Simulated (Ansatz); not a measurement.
GeO$_{2}$:
```cif
data_Ge2O4
_chemical_formula_sum 'Ge2 O4'
_space_group_name_H-M_alt 'P42/mnm'
_space_group_IT_number 136
_space_group_name_Hall '-P 4n 2n'
_cell_length_a 4.41246
_cell_length_b 4.41246
_cell_length_c 2.87074
_cell_angle_alpha 90.000
_cell_angle_beta 90.000
_cell_angle_gamma 90.000
loop_
_atom_site_label
_atom_site_type_symbol
_atom_site_symmetry_multiplicity
_atom_site_Wyckoff_symbol
_atom_site_fract_x
_atom_site_fract_y
_atom_site_fract_z
_atom_site_occupancy
Ge1 Ge 2 a 0.00000 0.00000 0.00000 1
O1 O 4 f 0.30603 0.30603 0.00000 1
```

Relaxed with r²SCAN.

Problem. Decompose the optical modes at the zone centre into irreducible representations, and say which are infrared and Raman allowed.

Solution. Point group 4/mmm: Γ_opt = A1g + A2g + A2u + B1g + 2B1u + B2g + Eg + 3Eu. Infrared: A2u, Eu. Raman: A1g, B1g, B2g, Eg.

Problem. Assign frequencies (DFPT, DFT-r²SCAN in the program Ansatz with PAW potentials; without the LO–TO term).

Solution. B1g 167, B1u 212, Eu 309, Eu 362, A2g 475, A2u 499, Eg 521, B1u 647, Eu 648, A1g 689, B2g 855 cm⁻¹.

Subscripts of B labels follow the axes of the standard setting.

Space group P4_2/mnm (rutile). The cell was relaxed with r²SCAN under the symmetry of its start; of distortions, only those at the zone centre were tested.

Potentials: the earlier of the program's two PAW sets.
